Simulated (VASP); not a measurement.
# Co (P-3m1) in VASP: reference runs

Reference runs on Co: the cell as given and a disturbed copy.

Everything below comes from runs of VASP 6.6.1. Logs are shortened: lines on timing, memory, paths and dates and some standing lists are left out, and cuts for length are marked.

### 1 The structure

Symmetry: P-3m1, No. 164, trigonal system. The conventional cell has a = 2.487 Å, b = 2.487 Å, c = 4.063 Å, α = 90.00°, β = 90.00°, γ = 120.00°. Around Co (site symmetry 3m) lie 12 Co at 2.42 to 2.55 Å.

### 2 Single point, PBE, collinear spin, ferromagnetic start

Contents of INCAR:

```
PREC = Accurate
ENCUT = 520
EDIFF = 1E-7
ISMEAR = -1
SIGMA = 0.05
LREAL = F
LASPH = T
NELM = 150
ALGO = Normal
ISIF = 2
LWAVE = F
LCHARG = F
ISPIN = 2
MAGMOM = 2 2
LORBIT = 11
LMAXMIX = 4
GGA = PE
NBANDS = 20
```

Contents of KPOINTS:

```
regular mesh
0
Gamma
  12 12 7
```

Contents of POSCAR:

```
Co
1.0
    2.4873648738      0.0000000000      0.0000000000
   -1.2436824369      2.1541211692      0.0000000000
    0.0000000000      0.0000000000      4.0632895034
Co
2
Direct
    0.3333333333      0.6666666667      0.7401390000
    0.6666666667      0.3333333333      0.2598610000
```

Potentials or basis: VASP PAW PBE potentials, release 64 (Co).

Started as:

```sh
$ cat potpaw_PBE.64/Co/POTCAR > POTCAR
$ mpirun -np 1 vasp_std > vasp.out
```

OUTCAR:

```text
PREC = Accurate
   ENCUT = 520
   EDIFF = 1E-7
   ISMEAR = -1
   LREAL = F
   LASPH = T
   NELM = 150
   ISIF = 2
   ISPIN = 2
   LORBIT = 11
   GGA = PE

 ion  position               nearest neighbor table
   1  0.333  0.667  0.740-   2 2.42   2 2.42   2 2.42   2 2.55   2 2.55   2 2.55
   2  0.667  0.333  0.260-   1 2.42   1 2.42   1 2.42   1 2.55   1 2.55   1 2.55

  LATTYP: Found a hexagonal cell.
 ALAT       =     2.4873648738
 C/A-ratio  =     1.6335719565

  Lattice vectors:

 A1 = (   2.4873648738,   0.0000000000,   0.0000000000)
 A2 = (  -1.2436824369,   2.1541211692,   0.0000000000)
 A3 = (   0.0000000000,   0.0000000000,   4.0632895034)

Analysis of symmetry for initial positions (statically):
=====================================================================
 Subroutine PRICEL returns:
 Original cell was already a primitive cell.

 Routine SETGRP: Setting up the symmetry group for a
 hexagonal supercell.

 Subroutine GETGRP returns: Found 12 space group operations
 (whereof 12 operations were pure point group operations)
 out of a pool of 24 trial point group operations.

The static configuration has the point symmetry D_3d.

Analysis of symmetry for dynamics (positions and initial velocities):
=====================================================================
 Subroutine PRICEL returns:
 Original cell was already a primitive cell.

 Routine SETGRP: Setting up the symmetry group for a
 hexagonal supercell.

 Subroutine GETGRP returns: Found 12 space group operations
 (whereof 12 operations were pure point group operations)
 out of a pool of 24 trial point group operations.

The dynamic configuration has the point symmetry D_3d.

Analysis of structural, dynamic, and magnetic symmetry:
=====================================================================
 Subroutine PRICEL returns:
 Original cell was already a primitive cell.

 Routine SETGRP: Setting up the symmetry group for a
 hexagonal supercell.

 Subroutine GETGRP returns: Found 12 space group operations
 (whereof 12 operations were pure point group operations)
 out of a pool of 24 trial point group operations.

The overall configuration has the point symmetry D_3d.

 Subroutine INISYM returns: Found 12 space group operations
 (whereof 12 operations are pure point group operations),
 and found     1 'primitive' translations

----------------------------------------------------------------------------------------

                                     Primitive cell

  volume of cell :      21.7715

  direct lattice vectors                    reciprocal lattice vectors
     2.487364874  0.000000000  0.000000000     0.402031889  0.232113220  0.000000000
    -1.243682437  2.154121169  0.000000000     0.000000000  0.464226439  0.000000000
     0.000000000  0.000000000  4.063289503     0.000000000  0.000000000  0.246106018

  length of vectors
     2.487364874  2.487364874  4.063289503     0.464226439  0.464226439  0.246106018

  position of ions in fractional coordinates (direct lattice)
     0.333333333  0.666666667  0.740139000
     0.666666667  0.333333333  0.259861000

  ion indices of the primitive-cell ions
   primitive index   ion index
                 1           1
                 2           2

----------------------------------------------------------------------------------------

 KPOINTS: regular mesh

Automatic generation of k-mesh.
 Grid dimensions read from file:
 generate k-points for:   12   12    7

 Generating k-lattice:

  Cartesian coordinates                     Fractional coordinates (reciprocal lattice)
     0.033502657  0.019342768  0.000000000     0.083333333  0.000000000  0.000000000
     0.000000000  0.038685537  0.000000000     0.000000000  0.083333333  0.000000000
     0.000000000  0.000000000  0.035158003     0.000000000  0.000000000  0.142857143

  Length of vectors
     0.038685537  0.038685537  0.035158003

  Shift w.r.t. Gamma in fractional coordinates (k-lattice)
     0.000000000  0.000000000  0.000000000

 Subroutine IBZKPT returns following result:
 ===========================================

 Found    112 irreducible k-points:

 Following reciprocal coordinates:
            Coordinates               Weight
  0.000000  0.000000  0.000000      1.000000
  0.083333  0.000000  0.000000      6.000000
  0.166667  0.000000  0.000000      6.000000
  0.250000  0.000000  0.000000      6.000000
  0.333333  0.000000  0.000000      6.000000
  0.416667  0.000000  0.000000      6.000000
[... 42 lines left out ...]
 -0.250000 -0.416667  0.142857     12.000000
  0.333333  0.333333  0.142857      4.000000
 [... further k-points ...]
   k-points           NKPTS =    112   k-points in BZ     NKDIM =    112   number of bands    NBANDS=     20
   number of dos      NEDOS =    301   number of ions     NIONS =      2
   total plane-waves  NPLWV =   9720
   dimension x,y,z NGX =    18 NGY =   18 NGZ =   30
   dimension x,y,z NGXF=    36 NGYF=   36 NGZF=   60
   ions per type =               2
   NGX,Y,Z   is equivalent  to a cutoff of  12.03, 12.03, 12.27 a.u.
   NGXF,Y,Z  is equivalent  to a cutoff of  24.06, 24.06, 24.55 a.u.
 SYSTEM =  unknown system
   PREC   = accura    normal or accurate (medium, high low for compatibility)
   ISTART =      0    job   : 0-new  1-cont  2-samecut
   ICHARG =      2    charge: 1-file 2-atom 10-const
   ISPIN  =      2    spin polarized calculation?
   LNONCOLLINEAR =      F non collinear calculations
   LSORBIT =      F    spin-orbit coupling
   LASPH  =      T    aspherical Exc in radial PAW
   ENCUT  =  520.0 eV  38.22 Ry    6.18 a.u.   4.62  4.62  7.56*2*pi/ulx,y,z
   NELM   =    150;   NELMIN=  2; NELMDL= -5     # of ELM steps
   EDIFF  = 0.1E-06   stopping-criterion for ELM
   LREAL  =      F    real-space projection
   EDIFFG = 0.1E-05   stopping-criterion for IOM
   NSW    =      0    number of steps for IOM
   IBRION =     -1    ionic relax: 0-MD 1-quasi-New 2-CG
   NFREE  =      0    steps in history (QN), initial steepest desc. (CG)
   ISIF   =      2    stress and relaxation
   ISYM   =      2    0-nonsym 1-usesym 2-fastsym
   POTIM  = 0.5000    time-step for ionic-motion
   TEBEG  =    0.0;   TEEND  =   0.0 temperature during run
   PSTRESS=    0.0 pullay stress
   NELECT =      18.0000    total number of electrons
   NUPDOWN=      -1.0000    fix difference up-down
   EMIN   =  10.00;   EMAX   =-10.00  energy-range for DOS
   EFERMI =   0.00;   METHOD = LEGACY
   ISMEAR =    -1;   SIGMA  =   0.05  broadening in eV -4-tet -1-fermi 0-gaus
   EFERMI_NEDOS =   21; number of points for ismear=-14 and -15
   IALGO  =     38    algorithm
   IMIX   =      4    mixing-type and parameters
     AMIX     =   0.40;   BMIX     =  1.00
     AMIX_MAG =   1.60;   BMIX_MAG =  1.00
  volume/ion in A,a.u.               =      10.89        73.46
  Fermi-wavevector in a.u.,A,eV,Ry     =   1.536514  2.903591 32.121660  2.360875
  Thomas-Fermi vector in A             =   2.643152
   LORBIT       =     11    0 simple, 1 ext, 2 COOP (PROOUT), +10 PAW based schemes
   GGA     = PE    functional components
   LHFCALC =     F    Hartree Fock is set to
   AEXX    =    0.0000 exact exchange contribution
   IVDW    =     0    specifies the selected vdW correction
   LEPSILON=     F    determine dielectric tensor
   LRPA    =     F    only Hartree local field effects (RPA)
 spin polarized calculation
  energy-cutoff  :      520.00
  volume of cell :       21.77
 maximum number of plane-waves:       600
   NGX =  9   NGY =  9   NGZ = 15

 number of electron      17.9999996 magnetization       3.2582287

 Free energy of the ion-electron system (eV)
  ---------------------------------------------------
  ext. energy  EPLUGINS =         0.00000000
  ---------------------------------------------------
  free energy    TOTEN  =       -14.05360948 eV

  energy without entropy =      -14.03844842  energy(sigma->0) =      -14.04602895

 E-fermi :  10.2297     XC(G=0): -13.3806

 val. band max:       10.2284252670   @ k =   0.0833   0.0833   0.1429
 cond. band min:      10.2310167241   @ k =   0.0000   0.1667   0.1429
 fundamental gap:      0.0025914571
 Fermi energy:        10.2296738458

 spin component 1

 k-point     1 :       0.0000    0.0000    0.0000
  band No.  band energies     occupation
      1       1.3186      1.00000
      2       5.0637      1.00000
      3       7.5461      1.00000
      4       7.6011      1.00000
      5       7.6011      1.00000
      6       7.8960      1.00000
[... 12 lines left out ...]
     19      36.2428      0.00000
     20      36.2428      0.00000
[... 875 lines left out ...]
 k-point    40 :      -0.0833    0.5000    0.1429
  band No.  band energies     occupation
      1       5.2901      1.00000
      2       5.6493      1.00000
      3       6.1693      1.00000
      4       6.8536      1.00000
      5       7.4777      1.00000
      6       8.0460      1.00000
[... 12 lines left out ...]
     19      34.1504      0.00000
     20      34.3872      0.00000

 [... further k-points ...]

 spin component 2

 k-point     1 :       0.0000    0.0000    0.0000
  band No.  band energies     occupation
      1       1.3180      1.00000
      2       6.0092      1.00000
      3       9.1531      1.00000
      4       9.2635      1.00000
      5       9.2635      1.00000
      6       9.5709      1.00000
[... 12 lines left out ...]
     19      36.5388      0.00000
     20      36.5388      0.00000
[... 875 lines left out ...]
 k-point    40 :      -0.0833    0.5000    0.1429
  band No.  band energies     occupation
      1       6.2311      1.00000
      2       6.8469      1.00000
      3       7.3386      1.00000
      4       7.9164      1.00000
      5       9.1111      1.00000
      6       9.5532      1.00000
[... 12 lines left out ...]
     19      34.4831      0.00000
     20      34.5889      0.00000

 [... further k-points ...]

------------------------ aborting loop because EDIFF is reached ----------------------------------------

  FORCE on cell =-STRESS in cart. coord.  units (eV):
  Direction    XX          YY          ZZ          XY          YZ          ZX
  --------------------------------------------------------------------------------------
  -------------------------------------------------------------------------------------
  Total        0.1371227      0.1371227     -0.2552966      0.0000000     -0.0000000      0.0000000
  in kB       10.0909583     10.0909583    -18.7874654      0.0000000     -0.0000000      0.0000000
  external PRESSURE =       0.4648171 kB  Pullay stress =       0.0000000 kB

 VOLUME and BASIS-vectors are now :
 -----------------------------------------------------------------------------
  energy-cutoff  :      520.00
  volume of cell :       21.77
      direct lattice vectors                 reciprocal lattice vectors
     2.487364874  0.000000000  0.000000000     0.402031889  0.232113220  0.000000000
    -1.243682437  2.154121169  0.000000000     0.000000000  0.464226439  0.000000000
     0.000000000  0.000000000  4.063289503     0.000000000  0.000000000  0.246106018

 POSITION                                       TOTAL-FORCE (eV/Angst)
 -----------------------------------------------------------------------------------
     -0.00000      1.43608      3.00740        -0.000000      0.000000      0.481260
      1.24368      0.71804      1.05589         0.000000      0.000000     -0.481260
 -----------------------------------------------------------------------------------
    total drift:                                0.000000     -0.000000     -0.000000

  FREE ENERGIE OF THE ION-ELECTRON SYSTEM (eV)
  ---------------------------------------------------
  free  energy   TOTEN  =       -14.0536094781 eV

  energy  without entropy=      -14.0384484247  energy(sigma->0) =      -14.04602895

 total charge

# of ion       s       p       d       tot
------------------------------------------
    1        0.489   0.521   7.262   8.273
    2        0.489   0.521   7.262   8.273
--------------------------------------------------
tot          0.979   1.043  14.524  16.546

 magnetization (x)

# of ion       s       p       d       tot
------------------------------------------
    1       -0.014  -0.053   1.716   1.648
    2       -0.014  -0.053   1.716   1.648
--------------------------------------------------
tot         -0.028  -0.107   3.431   3.297
```

It took 67 s on 1 thread of Intel Xeon Platinum 8488C (Sapphire Rapids), shared host; peak memory 0.18 GiB.

What came out:

```yaml
Free_energy: -14.0536 eV
Pressure: 0.0 GPa
Largest_force: 0.481 eV/Å
Band_gap_on_the_k_mesh: none (metal or under the smearing width)
Net_moment: 3.26 μB per cell
Site_moments: Co +1.65 μB
Valence_electrons_inside_the_program's_atomic_spheres: Co 8.27
```

Forces on the atoms (eV/Å):
```
Co   0.000  0.000  0.481
Co   0.000  0.000 -0.481
```

Stress tensor (GPa, compression positive):
```
 1.01  0.00  0.00
 0.00  1.01  0.00
 0.00  0.00 -1.88
```

### 3 Single point, PBE, collinear spin, ferromagnetic start (atoms moved at random, drawn with an rms of 0.05 Å)

Contents of INCAR:

```
SYSTEM = Co
ALGO = Normal
EDIFF = 1E-7
ENCUT = 520
GGA = PE
ISIF = 2
ISMEAR = -1
ISPIN = 2
LASPH = .TRUE.
LCHARG = .FALSE.
LMAXMIX = 4
LORBIT = 11
LREAL = .FALSE.
LWAVE = .FALSE.
MAGMOM = 2 2
NBANDS = 20
NELM = 100
PREC = Accurate
SIGMA = 0.05
```

Contents of KPOINTS:

```
k-points
0
G
  12 12 7
  0 0 0
```

Contents of POSCAR:

```
Co
1.0
    2.4873648738      0.0000000000      0.0000000000
   -1.2436824369      2.1541211692      0.0000000000
    0.0000000000      0.0000000000      4.0632895034
Co
2
Direct
    0.3313670000      0.6497470000      0.7371330000
    0.6702970000      0.3205170000      0.2636990000
```

Potentials or basis: VASP PAW PBE potentials, release 64 (Co).

Started as:

```sh
$ cat potpaw_PBE.64/Co/POTCAR > POTCAR
$ mpirun -np 1 vasp_std > vasp.out
```

OUTCAR:

```text
SYSTEM = Co
   EDIFF = 1E-7
   ENCUT = 520
   GGA = PE
   ISIF = 2
   ISMEAR = -1
   ISPIN = 2
   LASPH = .TRUE.
   LORBIT = 11
   LREAL = .FALSE.
   NELM = 100
   PREC = Accurate

 ion  position               nearest neighbor table
   1  0.331  0.650  0.737-   2 2.39   2 2.40   2 2.41   2 2.57   2 2.58   2 2.58
   2  0.670  0.321  0.264-   1 2.39   1 2.40   1 2.41   1 2.57   1 2.58   1 2.58

  LATTYP: Found a hexagonal cell.
 ALAT       =     2.4873648738
 C/A-ratio  =     1.6335719565

  Lattice vectors:

 A1 = (   2.4873648738,   0.0000000000,   0.0000000000)
 A2 = (  -1.2436824369,   2.1541211692,   0.0000000000)
 A3 = (   0.0000000000,   0.0000000000,   4.0632895034)

Analysis of symmetry for initial positions (statically):
=====================================================================
 Subroutine PRICEL returns:
 Original cell was already a primitive cell.

 Routine SETGRP: Setting up the symmetry group for a
 hexagonal supercell.

 Subroutine GETGRP returns: Found  2 space group operations
 (whereof  1 operations were pure point group operations)
[... 2058 lines left out ...]
     20      34.7711      0.00000

 [... further k-points ...]

------------------------ aborting loop because EDIFF is reached ----------------------------------------

  FORCE on cell =-STRESS in cart. coord.  units (eV):
  Direction    XX          YY          ZZ          XY          YZ          ZX
  --------------------------------------------------------------------------------------
  -------------------------------------------------------------------------------------
  Total        0.2227305      0.1749369     -0.0763141      0.0237151      0.0167243      0.0168606
  in kB       16.3909058     12.8737349     -5.6160142      1.7452083      1.2307504      1.2407812
  external PRESSURE =       7.8828755 kB  Pullay stress =       0.0000000 kB

 VOLUME and BASIS-vectors are now :
 -----------------------------------------------------------------------------
  energy-cutoff  :      520.00
  volume of cell :       21.77
      direct lattice vectors                 reciprocal lattice vectors
     2.487364874  0.000000000  0.000000000     0.402031889  0.232113220  0.000000000
    -1.243682437  2.154121169  0.000000000     0.000000000  0.464226439  0.000000000
     0.000000000  0.000000000  4.063289503     0.000000000  0.000000000  0.246106018

 POSITION                                       TOTAL-FORCE (eV/Angst)
 -----------------------------------------------------------------------------------
      0.01615      1.39963      2.99518         0.022270      0.022139      0.703973
      1.26865      0.69043      1.07149        -0.022270     -0.022139     -0.703973
 -----------------------------------------------------------------------------------
    total drift:                                0.000008     -0.000020     -0.000006

  FREE ENERGIE OF THE ION-ELECTRON SYSTEM (eV)
  ---------------------------------------------------
  free  energy   TOTEN  =       -14.0370138316 eV

  energy  without entropy=      -14.0224435546  energy(sigma->0) =      -14.02972869

 total charge

# of ion       s       p       d       tot
------------------------------------------
    1        0.491   0.523   7.264   8.278
    2        0.491   0.523   7.264   8.278
--------------------------------------------------
tot          0.982   1.047  14.529  16.557

 magnetization (x)

# of ion       s       p       d       tot
------------------------------------------
    1       -0.014  -0.053   1.718   1.651
    2       -0.014  -0.053   1.718   1.651
--------------------------------------------------
tot         -0.028  -0.107   3.436   3.301
```

stdout:

```text
POSCAR found type information on POSCAR Co
 POSCAR found :  1 types and       2 ions
 scaLAPACK will be used
 LDA part: xc-table for (Slater+PW92), standard interpolation
 POSCAR, INCAR and KPOINTS ok, starting setup
 FFT: planning ... GRIDC
 FFT: planning ... GRID_SOFT
 FFT: planning ... GRID
 WAVECAR not read
 entering main loop
```

Run time: 4.4 min. Hardware: 1 thread of Intel Xeon Platinum 8488C (Sapphire Rapids), shared host; peak memory 0.38 GiB.

Results:

```yaml
Free_energy: -14.0370 eV
Pressure: 0.8 GPa
Largest_force: 0.705 eV/Å
Band_gap_on_the_k_mesh: none (metal or under the smearing width)
Net_moment: 3.26 μB per cell
Site_moments: Co +1.65 μB
Valence_electrons_inside_the_program's_atomic_spheres: Co 8.28
```

Forces on the atoms (eV/Å):
```
Co   0.022  0.022  0.704
Co  -0.022 -0.022 -0.704
```

Stress tensor (GPa, compression positive):
```
 1.64  0.17  0.12
 0.17  1.29  0.12
 0.12  0.12 -0.56
```
